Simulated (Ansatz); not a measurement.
Runs of Ansatz 0.2.0 on CdS (Greenockite). It takes space group P6_3mc (No. 186, hexagonal). The conventional cell has a = 4.150 Å, b = 4.150 Å, c = 6.737 Å, α = 90.00°, β = 90.00°, γ = 120.00°. Cd (site symmetry 3m) has 4 S at 2.53 to 2.54 Å as nearest neighbours. S (site symmetry 3m) has 4 Cd at 2.53 to 2.54 Å as nearest neighbours. 

```csv
screening (1/Å),share of exact exchange,gap on the mesh (eV),pressure (GPa),largest force (eV/Å)
0.15,0.25,2.38,0.9,0.06
0.2,0.25,2.25,1.0,0.06
0.2,0.3,(b),0.8,0.06
0.1,0.25,(a),0.9,0.06
```

Alike in all rows: task single point; level HSE06 form with a typed share of exact exchange; potentials or basis Ansatz PAW; no spin polarisation; cell as given; k mesh 4 × 4 × 2; cutoff (eV) 420; smearing fermi-dirac 0.05 eV; the mesh is coarse, so values aren't converged.

Task: Fill in the values left out.

Result: (a) 2.54; (b) 2.47.

Caveats: all runs use coarse meshes; the PAW data sets come from PBE, with cores solved anew for the run's functional, which leaves a small shift of forces and pressure; the thresholds are loose for stress.

A k mesh can miss the band edges, and the runs leave out spin-orbit coupling on Cd.
